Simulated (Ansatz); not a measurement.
Relaxed-ion elastic tensor of InN (wurtzite, P6_3mc) in GPa (Voigt order), DFT-PBEsol in the program Ansatz with PAW potentials; density 6.91 g/cm³, 15.47 Å³ per atom.

```
 215   107  88.6   0.0   0.0   0.0
 107   215  88.6   0.0   0.0   0.0
88.6  88.6   222   0.0   0.0   0.0
 0.0   0.0   0.0  48.1   0.0   0.0
 0.0   0.0   0.0   0.0  48.1   0.0
 0.0   0.0   0.0   0.0   0.0  54.2
```

**Question.** Is the crystal mechanically stable?

**Answer.** Yes: the smallest eigenvalue of C is 48.1 GPa.

**Question.** Work out the Voigt, Reuss and Hill averages.

**Answer.** K_V = 136, K_R = 136, K_H = 136; G_V = 54.7, G_R = 53.7, G_H = 54.2 GPa.

**Question.** Give Young's modulus, Poisson's ratio, Pugh's ratio and the universal anisotropy index.

**Answer.** E = 9KG/(3K + G) = 143 GPa; ν = 0.32; K/G = 2.50 (ductile by the Pugh limit of 1.75); A_U = 5G_V/G_R + K_V/K_R − 6 = 0.09.

**Question.** Estimate the sound speeds and the Debye temperature.

**Answer.** v_l = √((K + 4G/3)/ρ) = 5480 m/s, v_t = √(G/ρ) = 2800 m/s, mean 3140 m/s; Θ = (h/k)(3n/4πV)^(1/3) v_m = 375 K.

**Question.** How much does each axis shrink under pressure?

**Answer.** Linear compressibilities β_i = Σ_j S_ij (j = 1 to 3): x 2.4, y 2.4, z 2.6 per TPa.

The cell was relaxed with PBEsol under the symmetry of its start. As this level gives no gap, shear constants depend on the k-mesh and smearing (Fermi–Dirac, 0.1 eV here).

Potentials: the later of the program's two PAW sets.
